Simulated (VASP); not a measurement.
The system is CaO.

```
CELL_PARAMETERS angstrom
0.00000 2.40356 2.40356
2.40356 0.00000 2.40356
2.40356 2.40356 0.00000
ATOMIC_POSITIONS crystal
Ca 0.00000 0.00000 0.00000
O 0.50000 0.50000 0.50000
```

The cell is a database's computed one.

Base run:

- Program: VASP 6.6.1
- Functional: PBEsol
- Potentials or basis: VASP PAW PBE potentials, release 64 (Ca_pv, O)
- Cutoff: 500 eV
- k mesh: 10 × 10 × 10
- Occupations: gaussian, width 0.05 eV
- Spin: no spin polarisation

Its results: band gap on the k mesh 3.54 eV, indirect (least direct gap 3.93 eV); pressure -2.9 GPa.

The run is repeated on the same cell with these changes: potentials or basis from VASP PAW PBE potentials, release 64 (Ca_pv, O) to VASP PAW PBE potentials, release 64 (Ca_sv, O); cutoff from 500 eV to 520 eV; further incar settings from ALGO = Fast; EDIFF = 1.00e-07 to ALGO = Normal; EDIFF = 1.00e-06; NBANDS = 15; valence electrons from 14 to 16. What comes out?

Band gap on the k mesh 3.53 eV, indirect (least direct gap 3.91 eV); pressure -2.2 GPa.

Caveats: the PAW data sets were made with another functional, which shifts forces and pressure a little.

A k mesh can miss the band edges.
